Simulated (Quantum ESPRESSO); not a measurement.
Au:

```
Au
1.0
     0.00000    2.03500    2.03500
     2.03500    0.00000    2.03500
     2.03500    2.03500    0.00000
Au
1
Direct
  0.00000 0.00000 0.00000
```

| Property | Result |
| --- | --- |
| Program | Quantum ESPRESSO 7.5 |
| Task | Wannier functions |
| Functional | LDA |
| Potentials or basis | GBRV 1.5 LDA |
| Cutoff | 612 eV |
| Density cutoff | 4898 eV |
| k mesh | 9 × 9 × 9 |
| Occupations | fermi-dirac, width 0.05 eV |
| Spin | no spin polarisation |
| Iterations | 0 |
| Form of the LDA correlation | PZ81 |
| Mixing beta | 0.5 |
| Most SCF iterations | 120 |
| SCF threshold | 2e-10 Ry |
| k mesh for the Wannier functions | 7 × 7 × 7 |
| Projections | Au spd |

Start: atomic projections with disentanglement, frozen window up to 3.0 eV over the reference level; no minimisation of the spread. The reference level is the Fermi level, or the middle of the gap.

Problem. With atomic projections with disentanglement, how many functions result, how localised are they, and how well do they interpolate the bands?

Solution. 9 functions with spreads from 0.79 to 2.03 Å², 11.8 Å² in all; they miss the direct bands by 46 meV (root mean square).

Wannier functions:
```csv
function,nearest atom,distance (Å),spread (Å²),on-site energy from the reference level (eV)
1,1 Au,0.00,2.03,1.72
2,1 Au,0.00,1.94,13.71
3,1 Au,0.00,1.94,13.69
4,1 Au,0.00,1.94,13.70
5,1 Au,0.00,0.80,-3.70
6,1 Au,0.00,0.79,-3.69
7,1 Au,0.00,0.79,-3.69
8,1 Au,0.00,0.80,-3.70
9,1 Au,0.00,0.79,-3.69
```

Parts of the spread (Å²): invariant 6.51, diagonal 0.000, off-diagonal 5.30, total 11.82. Against the direct bands the interpolation misses by 46 meV (root mean square) and 484 meV at most, for states up to 1 eV over the reference level.

Caveat: spin-orbit coupling is left out, which moves the levels of the heavy elements.
